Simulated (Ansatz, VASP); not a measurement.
## One calculation of HfC, two programs

```
CELL_PARAMETERS angstrom
0.00000 2.32500 2.32500
2.32500 0.00000 2.32500
2.32500 2.32500 0.00000
ATOMIC_POSITIONS crystal
Hf 0.50000 0.50000 0.50000
C 0.00000 0.00000 0.00000
```

Alike in both runs: functional LDA; k mesh 10 × 10 × 10; occupations fermi-dirac, width 0.05 eV; no spin polarisation.

|  | VASP | Ansatz |
| --- | --- | --- |
| version | VASP 6.6.1 | Ansatz 0.2.0 |
| potentials or method | VASP PAW LDA potentials, release 64 (Hf_pv, C), cutoff 520 eV | all-electron LAPW, scalar-relativistic |
| task | single point | band structure |

Ansatz gave:

```
gap on the k mesh at the Fermi level (eV) : none
pressure (GPa)                            : -11.8
```

**Question.** What did VASP give for the same quantities?

**Answer.** gap on the k mesh at the Fermi level (eV): none; pressure (GPa): -11.6.

A gap of «none» marks a metal or a gap that the smearing closes. Ansatz ran all-electron here, so the differences hold the error of VASP's frozen core and of both bases.

Caveats: spin-orbit coupling is left out, which moves the levels of the heavy elements (Ansatz). The runs have no spin-orbit coupling, so splittings on Hf are missing.
